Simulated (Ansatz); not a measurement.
The geometry is COD entry 9014756, unchecked; take it as a test cell.

Input and log of a run on BaTiO$_{3}$: DFT, LDA, all-electron LAPW, scalar-relativistic (Ansatz 0.2.0).

Command: `ansatz run input.yaml --threads 2 --pin off --max-ram 8192MiB --backend cpu --events-out ev --progress --plain --runs-dir out` The run took 3.5 min on 2 threads of Arm Neoverse V1, with other jobs on the host, peak memory 0.89 GiB.

```yaml
crystal:
  lattice:
    - [2.8276681575, 1.6325549719, 2.317731608]
    - [-2.8276681575, 1.6325549719, 2.317731608]
    - [0.0, -3.2651099438, 2.317731608]
  atoms:
    - { symbol: Ba, position: [0.0, 0.0, 0.0] }
    - { symbol: Ti, position: [0.514, 0.514, 0.514] }
    - { symbol: O, position: [0.4916, 0.4916, 0.9815] }
    - { symbol: O, position: [0.4916, 0.9815, 0.4916] }
    - { symbol: O, position: [0.9815, 0.4916, 0.4916] }
kpoints:
  mp_grid: { grid: [9, 9, 9] }
  band_path:
    path:
      - [0.0, 0.0, 0.0]
      - [0.5, 0.5, 0.5]
      - [0.5025694503, 0.4974305497, 0.5]
      - [0.5, -0.4974305497, 0.4974305497]
      - [0.5, 0.0, 0.0]
      - [0.0, 0.0, 0.0]
      - [0.4987152749, -0.4987152749, 0.0]
      - [0.5012847251, 0.0, 0.4987152749]
      - [0.5, 0.0, 0.5]
    npoints: 14
scf:
  occupations: { method: fermi_dirac, width: 0.05 }
hamiltonian:
  xc: lda
  pseudopotentials: { kind: all_electron, lapw: { basis_error: 0.001 } }
output:
  forces: true
  stress: true
  eigenvalues: true
  populations: true
  dos: { projected: true, de: 0.2, e_range: [-14, 8] }
```

Output:

```
Ba: projections on atomic orbitals take those of the free atom 1s2 2s2 2p6 3s2 3p6 3d10 4s2 4p6 4d10 5s2 5p6 6s2, of charge +0.00 (hamiltonian.pseudopotentials.projection_atoms)
Ti: projections on atomic orbitals take those of the free atom 1s2 2s2 2p6 3s2 3p6 3d2 4s2, of charge +0.00 (hamiltonian.pseudopotentials.projection_atoms)
O: projections on atomic orbitals take those of the free atom 1s2 2s2 2p4, of charge +0.00 (hamiltonian.pseudopotentials.projection_atoms)
LAPW: plane waves up to 10.750 Å⁻¹, error target 1.0e-3 eV per atom; small_component_spin mean_spin; O in spheres of 0.874 Å, 8 of its electrons in bands, Dirac shells []; Ti in spheres of 1.002 Å, 20 of its electrons in bands, Dirac shells []; Ba in spheres of 1.100 Å, 28 of its electrons in bands, Dirac shells []
Engine: ansatz 0.2.0
Pseudopotentials: kind: all_electron
Pseudopotential: Ba, LAPW, valence charge 28, Koelling and Harmon's equation, gaussian nucleus
Pseudopotential: Ti, LAPW, valence charge 20, Koelling and Harmon's equation, gaussian nucleus
Pseudopotential: O, LAPW, valence charge 8, Koelling and Harmon's equation, gaussian nucleus
Functional definition: SPW92
  exchange = slater_x
  correlation = pw_c
Crystal: 5 atoms, lattice volume = 64.196 Å³
Basis set: ecut = 440.3141849089593 eV, 1357 PW (Γ), exchange–correlation at level 2
Bands: 44, of which v1, the nominal top of the filled ones, is band 36 counted from 1 (35 counted from 0)
Symmetry: 6 space group operations
Space group: R3m (ITA 160), of the structure as read, at distance tolerance 4.0e-5 Å
k-points: 85 of 729 (time reversal used)
Non-local potential: Ba, projectors of the file, none
Non-local potential: Ti, projectors of the file, none
Non-local potential: O, projectors of the file, none
Initial density: superposition of atomic densities (chi_scale 0.1, normalization cell, long waves kept (reshape's long-wave potential 0.00 eV rms))
Initial wavefunctions: plane waves of lowest kinetic energy (no species holds an atomic orbital)
Functional: x = slater, c = lda
iter 1 solved again at ethr=1.97e-2 eV; its pass at ethr=1.00e-1 eV (dr2=1.42e1 eV) is discarded
SCF iter   1: F=—  HF=-250510.133023 eV  |F-HF|=—  |Δ(HF+E_count)|=         —  Δρ=1.37e-1  dr2=1.42e1  ethr=1.97e-2  ⟨swp⟩=2.0  Hψ=24347  notcnv=0
preconditioner: auto → Resta (q_TF=auto, 2.781 Å⁻¹)  ε∞=3.3  [insulator: Δε(μ)=6.216 eV  Ē_g=18.731 eV  σ=0.050 eV  W_gap=1.00  n_scr=26 (ndim 8)  ℏωp=28.6 eV  f_vac=0.000  D(μ)=0.00/eV (n_scr^D=0)  ε∞_Penn≈3.3]
SCF iter   2: F=—  HF=-250506.487256 eV  |F-HF|=—  |Δ(HF+E_count)|=    3.65e0  Δρ=8.76e-2  dr2=6.63e0  ethr=1.97e-2  ⟨swp⟩=3.0  Hψ=12804  notcnv=0
SCF iter   3: F=—  HF=-250504.552335 eV  |F-HF|=—  |Δ(HF+E_count)|=    1.93e0  Δρ=4.43e-2  dr2=1.59e0  ethr=9.21e-3  ⟨swp⟩=3.0  Hψ=11688  notcnv=0
SCF iter   4: F=—  HF=-250504.162586 eV  |F-HF|=—  |Δ(HF+E_count)|=         —  Δρ=1.57e-2  dr2=1.93e-1  ethr=2.20e-3  ⟨swp⟩=3.0  Hψ=12190  notcnv=0
the basis was enlarged: its passes take 847.1 KiB over the memory plan, 2 of 2 planned eigensolver slots
SCF iter   5: F=—  HF=-250504.162893 eV  |F-HF|=—  |Δ(HF+E_count)|=   3.07e-4  Δρ=1.23e-2  dr2=1.41e-1  ethr=2.68e-4  ⟨swp⟩=3.0  Hψ=12397  notcnv=0
SCF iter   6: F=—  HF=-250504.125229 eV  |F-HF|=—  |Δ(HF+E_count)|=   3.77e-2  Δρ=4.75e-3  dr2=2.05e-2  ethr=1.96e-4  ⟨swp⟩=2.0  Hψ=11697  notcnv=0
iter 7 solved again at ethr=7.70e-7 eV; its pass at ethr=2.84e-5 eV (dr2=5.54e-4 eV) is discarded
SCF iter   7: F=—  HF=-250504.118389 eV  |F-HF|=—  |Δ(HF+E_count)|=   6.84e-3  Δρ=7.79e-4  dr2=5.53e-4  ethr=7.70e-7  ⟨swp⟩=2.0  Hψ=19357  notcnv=0
SCF iter   8: F=—  HF=-250504.118219 eV  |F-HF|=—  |Δ(HF+E_count)|=   1.70e-4  Δρ=7.40e-5  dr2=5.78e-6  ethr=7.68e-7  ⟨swp⟩=2.0  Hψ=11390  notcnv=0
SCF iter   9: F=—  HF=-250504.118218 eV  |F-HF|=—  |Δ(HF+E_count)|=   9.68e-7  Δρ=2.58e-5  dr2=6.72e-7  ethr=8.03e-9  ⟨swp⟩=2.0  Hψ=11390  notcnv=0
SCF iter  10: F=—  HF=-250504.118218 eV  |F-HF|=—  |Δ(HF+E_count)|=   2.16e-7  Δρ=1.01e-5  dr2=8.01e-8  ethr=9.33e-10  ⟨swp⟩=2.0  Hψ=11391  notcnv=0
SCF iter  11: F=-250504.118218 eV  HF=-250504.118218 eV  |F-HF|=7.97e-9  |Δ(HF+E_count)|=   2.27e-8  Δρ=2.81e-6  dr2=5.60e-9  ethr=1.11e-10  ⟨swp⟩=2.0  Hψ=11390  notcnv=0
SCF 1 converged in 11 iterations: F = -250504.118218 eV  dr2 = 5.60e-9
NSCF: frozen V_eff on 113 k-points
SCF converged after 11 iterations
Free energy (F): -250504.118218 eV
Harris-Foulkes:  -250504.118218 eV  (|F-HF|=7.97e-9)
Internal energy: -250504.118218 eV  (E = F + TS)
E sigma→0 (E₀):  -250504.118218 eV
Fermi energy:    12.990511 eV
--- Per-component energies (eV) ---
  E_band       = -8667.938776
  E_kinetic    = 265119.831960
  E_xc         = -6982.594292
  E_electrostatic = -508641.355886  (all electrons and nuclei)
  E_smearing   = -0.000000  (= −TS)
  E_closure    = 0.000000  (closes the sum)
  E_atoms      = -250460.715583  (free atoms, spherical and without spin; not in F)
  Σ components = -250504.118218   (vs F -250504.118218, Δ=0.00e0)
  Basis errors (estimates in eV, not in F): energy 4.7e-4 per atom: plane waves 4.3e-4 (2.6e-4 summed), levels above the bands 5.8e-66, relativity 1.5e-8, radial functions 4.2e-5, core shells 1.8e-7; eigenvalues (radial functions only) 3.8e-6; not estimated: angular momenta, meshes, grids; target (lapw.basis_error) 1.0e-3; muffin-tin radii O 0.874 Å, Ti 1.002 Å, Ba 1.100 Å
--- Forces (eV/Å), atoms counted from 1 ---
  atom   1  Ba     0.00000000     0.00000000     0.11879410
  atom   2  Ti     0.00000000     0.00000000     0.07812718
  atom   3  O     -0.00000000    -0.05668051    -0.06564013
  atom   4  O     -0.04908677     0.02834026    -0.06564013
  atom   5  O      0.04908677     0.02834026    -0.06564013
  max |Σ_I F_I| component: 8.87e-7 eV/Å
--- Stress (GPa, compression-positive) ---
       -5.914706      -0.000000      -0.000000
       -0.000000      -5.914706      -0.000000
       -0.000000      -0.000000      -6.058493
  P = ⅓ Tr σ = -5.9626 GPa (-59.626 kbar)
--- Band table (eV; the first three rows and the last of 85) ---
  k-point 0: bands = ["-517.3918", "-488.1365", "-488.1365", "-488.1365", "-425.8116", "-425.8017", "-425.8017", "-221.5738", "-158.9594", "-158.9581", "-158.9581", "-68.0977", "-68.0977", "-68.0963", "-68.0952", "-68.0952", "-43.7780", "-20.3722", "-20.3722", "-20.3639", "-12.7588", "-4.6776", "-3.9806", "-3.9806", "2.0834", "2.0834", "2.0863", "9.6202", "9.6202", "9.6256", "10.4768", "10.4768", "10.7045", "11.3259", "11.4657", "11.4657", "14.1278", "14.1278", "14.2703", "16.3571", "16.3571", "16.8518", "16.8518", "19.0621"]
  k-point 1: bands = ["-517.3918", "-488.1365", "-488.1365", "-488.1365", "-425.8116", "-425.8017", "-425.8017", "-221.5738", "-158.9594", "-158.9581", "-158.9581", "-68.0977", "-68.0977", "-68.0963", "-68.0952", "-68.0952", "-43.7779", "-20.3773", "-20.3719", "-20.3649", "-12.7449", "-4.6843", "-3.9765", "-3.9740", "2.1027", "2.1045", "2.1385", "9.4038", "9.5847", "9.5945", "10.3293", "10.3504", "10.6298", "11.0980", "11.4069", "11.4436", "14.1511", "14.3273", "14.3672", "16.3557", "16.6748", "17.0811", "17.0860", "19.3619"]
  k-point 2: bands = ["-517.3918", "-488.1365", "-488.1365", "-488.1365", "-425.8116", "-425.8017", "-425.8017", "-221.5738", "-158.9594", "-158.9581", "-158.9581", "-68.0977", "-68.0977", "-68.0963", "-68.0952", "-68.0952", "-43.7776", "-20.3928", "-20.3713", "-20.3651", "-12.7093", "-4.7362", "-3.9658", "-3.9154", "2.1525", "2.1557", "2.2726", "8.8795", "9.4646", "9.4792", "10.0588", "10.1047", "10.4300", "10.7018", "11.2406", "11.2662", "14.2013", "14.7376", "14.8007", "16.3511", "17.2765", "17.6619", "17.7231", "20.1810"]
  k-point 84: bands = ["-517.3918", "-488.1365", "-488.1365", "-488.1365", "-425.8116", "-425.8017", "-425.8017", "-221.5738", "-158.9594", "-158.9581", "-158.9581", "-68.0976", "-68.0976", "-68.0963", "-68.0952", "-68.0952", "-43.7749", "-20.4192", "-20.4191", "-20.4104", "-12.4975", "-3.8107", "-3.7638", "-3.7562", "1.3749", "1.3756", "1.4514", "7.5141", "8.1850", "8.1938", "9.3414", "9.4590", "9.4995", "11.7144", "11.7171", "11.7655", "16.1204", "16.2549", "16.2550", "18.5348", "18.5877", "18.8992", "19.9139", "19.9391"]
--- Löwdin populations: 5 sites ---
  site symbol       q [e]
     0     Ba     54.2170
     1     Ti     20.8423
     2      O      8.8574
     3      O      8.8574
     4      O      8.8574
  spilling = 0.003614 (of n_electrons = 102.000000)
```
